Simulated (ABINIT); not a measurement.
TaSi2:

```
CELL_PARAMETERS angstrom
4.78000 0.00000 0.00000
-2.39000 4.13960 0.00000
0.00000 0.00000 6.56400
ATOMIC_POSITIONS crystal
Ta 0.00000 0.50000 0.16667
Ta 0.50000 0.50000 0.83333
Ta 0.50000 0.00000 0.50000
Si 0.33330 0.16665 0.16667
Si 0.16665 0.83335 0.83333
Si 0.83335 0.66670 0.50000
Si 0.66670 0.83335 0.16667
Si 0.83335 0.16665 0.83333
Si 0.16665 0.33330 0.50000
```

| Quantity | Value |
| --- | --- |
| Program | ABINIT 10.8.3 (patched build) |
| Task | relaxation of cell and atoms |
| Functional | LDA |
| Potentials or basis | JTH PAW LDA v2.0 |
| Cutoff | 517 eV |
| k mesh | 7 × 7 × 4 |
| Occupations | fermi-dirac, width 0.05 eV |
| Spin | no spin polarisation |

At the start: pressure -4.7 GPa; volume 14.43 Å³/atom.

How do energy, volume and symmetry change on relaxing?

Over 9 steps the energy falls by 20.5 meV/atom and the volume is 14.04 Å³/atom (-2.7 %); space group P6_222 (No. 180, to 0.05 Å).

The path:
```
step  energy change (eV)  largest force (eV/Å)  pressure (GPa)  volume (Å³)
   1              0.0000                0.6962           -4.70       129.88
   2             -0.0704                0.6439           -2.16       128.03
   3             -0.1393                0.4211            2.06       125.15
   4             -0.1586                0.2906            2.01       125.12
   5             -0.1824                0.0147            0.41       126.03
   6             -0.1839                0.0046           -0.01       126.31
   7             -0.1845                0.0007           -0.14       126.42
   8             -0.1846                0.0000           -0.05       126.38
   9             -0.1846                0.0001            0.00       126.35
```

Final structure:
```
Ta Si
1.0
     4.72899    0.00000    0.00000
    -2.36449    4.09542    0.00000
     0.00000    0.00000    6.52386
Ta Si
3 6
Direct
  0.00000 0.50000 0.16667
  0.50000 0.50000 0.83333
  0.50000 0.00000 0.50000
  0.31937 0.15969 0.16667
  0.15969 0.84031 0.83333
  0.84031 0.68063 0.50000
  0.68063 0.84031 0.16667
  0.84031 0.15969 0.83333
  0.15969 0.31937 0.50000
```
